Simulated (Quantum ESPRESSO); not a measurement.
Runs of Quantum ESPRESSO 7.5 on Te. The structure is trigonal, space group P3_121 (No. 152). The conventional cell has a = 4.454 Å, b = 4.454 Å, c = 5.924 Å, α = 90.00°, β = 90.00°, γ = 120.00°. Te (site symmetry 2) is surrounded by 2 Te at 2.86 Å. 

```tsv
task	level	potentials or basis	form of the LDA correlation	pressure (GPa)	V0 of scaled cells (Å³/atom)	B0 (GPa)	largest force (eV/Å)
band structure	PBEsol	GBRV 1.5 PBEsol	-	-1.0	-	-	0.20
equation of state	LDA	GBRV 1.5 LDA	PZ81	-	32.68	(a)	-
band structure	LDA	GBRV 1.5 LDA	PZ81	(b)	-	-	0.16
equation of state	PBEsol	GBRV 1.5 PBEsol	-	-	33.28	52	-
single point	PBEsol	GBRV 1.5 PBEsol	-	-1.0	-	-	0.20
```

Alike in all rows: no spin polarisation; cell as given; k mesh 7 × 7 × 5; cutoff (eV) 612; smearing fermi-dirac 0.05 eV.

Estimate the missing entries.

(a) 55; (b) -1.9.

Caveats: the cell was scaled at fixed shape and fractional positions, which overstates the stiffness of a crystal with free parameters, most of all of layers and chains (some runs).
